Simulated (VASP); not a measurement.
Wanted: the native input for a VASP 6.6.1 run.

* Task: band structure
* Functional: PBE
* Potentials or basis: VASP PAW PBE potentials, release 64 (Ag, Cl)
* Cutoff: 520 eV
* k mesh: 6 × 6 × 6
* Occupations: gaussian, width 0.03 eV
* Spin: no spin polarisation
* Grid for exact exchange (PRECFOCK): Fast
* Further INCAR settings: ALGO = Fast; EDIFF = 1e-06

The structure of AgCl (Chlorargyrite) lies in POSCAR:

```
AgCl                                    
1.0
    0.0000000000      2.7224909982      2.7224909982
    2.7224909982      0.0000000000      2.7224909982
    2.7224909982      2.7224909982      0.0000000000
  Ag              Cl            
     1     1
Direct
     0.0000000000000000    0.0000000000000000    0.0000000000000000
     0.5000000000000000    0.5000000000000000    0.5000000000000000
```

The input as run:

INCAR

```
SYSTEM = AgCl
PREC = Accurate ; ENCUT = 520
EDIFF = 1E-6 ; ISMEAR = 0
SIGMA = 0.03 ; LREAL = .FALSE.
LASPH = .TRUE. ; NELM = 80
ALGO = Fast ; ISIF = 2
LWAVE = .FALSE. ; LCHARG = .FALSE.
LMAXMIX = 4 ; GGA = PE
KPAR = 4
```

KPOINTS

```
regular mesh
0
G
  6 6 6
  0 0 0
```

KPOINTS_OPT

```
explicit points
6
Reciprocal
 0.0000000000  0.0000000000  0.0000000000 1
 0.3750000000  0.3750000000  0.7500000000 1
 0.5000000000  0.5000000000  0.5000000000 1
 0.6250000000  0.2500000000  0.6250000000 1
 0.5000000000  0.2500000000  0.7500000000 1
 0.5000000000  0.0000000000  0.5000000000 1
```

Potentials or basis: VASP PAW PBE potentials, release 64 (Ag, Cl).

Run with:

```bash
$ cat potpaw_PBE.64/Ag/POTCAR potpaw_PBE.64/Cl/POTCAR > POTCAR
$ mpirun -np 4 vasp_std > vasp.out
```

It gave:

The pressure is 4.6 GPa and the band gap on the k mesh is 0.90 eV, indirect (least direct gap 3.46 eV). The band gap along the path is 0.90 eV, indirect (least direct gap 3.46 eV).

It took 4.6 s on 4 MPI ranks on Intel(R) Xeon(R) 6975P-C (Granite Rapids), on a shared host, peak memory 0.16 GiB a rank.
